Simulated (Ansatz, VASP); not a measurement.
**One calculation of CaF2, two programs**

The input INCAR:

```
  PREC = Accurate
  ENCUT = 600
  EDIFF = 1E-6
  ISMEAR = 0
  SIGMA = 0.02
  LREAL = False
  LASPH = True
  NELM = 100
  ALGO = Normal
  ISIF = 3
  LWAVE = False
  LCHARG = False
  GGA = PE
  IBRION = 2
  NSW = 100
  EDIFFG = -0.005
```

KPOINTS

```
regular mesh
0
Gamma
  8 8 8
```

Contents of POSCAR:

```
CaF2
1.0
    0.0000000000      2.7580259682      2.7580259682
    2.7580259682      0.0000000000      2.7580259682
    2.7580259682      2.7580259682      0.0000000000
Ca F
1 2
Direct
    0.0000000000      0.0000000000      0.0000000000
    0.7500000000      0.7500000000      0.7500000000
    0.2500000000      0.2500000000      0.2500000000
```

Input for Ansatz:

```yaml
crystal:
  lattice:
    - [0.0, 2.7580259682, 2.7580259682]
    - [2.7580259682, 0.0, 2.7580259682]
    - [2.7580259682, 2.7580259682, 0.0]
  atoms:
    - { symbol: Ca, position: [0.0, 0.0, 0.0] }
    - { symbol: F, position: [0.75, 0.75, 0.75] }
    - { symbol: F, position: [0.25, 0.25, 0.25] }
basis:
  ecutwfc: 420
kpoints:
  mp_grid: { grid: [8, 8, 8] }
hamiltonian:
  xc: pbe
scf:
  occupations: { method: gaussian, width: 0.02 }
output:
  forces: true
  stress: true
  eigenvalues: true
relax:
  adjacent_minimum: "off"
  f_tol: 0.005
  max_steps: 80
  cell: { stress_tol: 0.05 }
```

The cell comes from a database or a generator and needn't be the stable form of this composition.

Alike in both runs: task relaxation of cell and atoms; functional PBE; k mesh 8 × 8 × 8; occupations gaussian, width 0.02 eV; no spin polarisation.

|  | VASP | Ansatz |
| --- | --- | --- |
| version | VASP 6.6.1 | Ansatz 0.2.0 |
| potentials or method | VASP PAW PBE potentials, release 64 (Ca_sv, F) | scalar-relativistic, plane waves, PAW |
| plane-wave cutoff (eV) | 600 | 420 |
| valence electrons in the cell | 24 | 24 |

|  | VASP | Ansatz | Ansatz less VASP |
| --- | --- | --- | --- |
| gap on the k mesh at the Fermi level, each at its own relaxed structure (eV) | 7.12 | 7.14 | +0.023 |
| relaxed volume (Å³/atom) | 13.96 | 13.95 | -0.007 |
| relaxed cell length with the largest relative difference (Å) | 3.898 | 3.897 | -0.0007 |

A k mesh can miss the band edges. As with any semilocal functional, this PBE gap is likely too small.
